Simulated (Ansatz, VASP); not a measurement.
## Two plane-wave programs on GaP

```
CELL_PARAMETERS angstrom
1.94302 1.12180 6.43081
-1.94302 1.12180 6.43081
0.00000 -2.24360 6.43081
ATOMIC_POSITIONS crystal
Ga 0.43537 0.43537 0.43537
Ga 0.56463 0.56463 0.56463
P 0.05739 0.05739 0.05739
P 0.94261 0.94261 0.94261
```

Measurements of this composition are mostly on another form, of space group No. 216.

Alike in both runs: task single point; functional PBEsol; k mesh 6 × 6 × 6; no spin polarisation.

|  | VASP | Ansatz |
| --- | --- | --- |
| version | VASP 6.6.1 | Ansatz 0.2.0 |
| potentials or method | VASP PAW PBE potentials, release 64 (Ga_d, P) | plane waves, PAW |
| plane-wave cutoff (eV) | 520 | 420 |
| occupations | gaussian, width 0.01 eV | fixed |
| valence electrons in the cell | 36 | 36 |

```csv
,VASP,Ansatz,Ansatz less VASP
gap on the k mesh at the Fermi level (eV),0.74,0.73,-0.010
```

 A k mesh can miss the band edges.
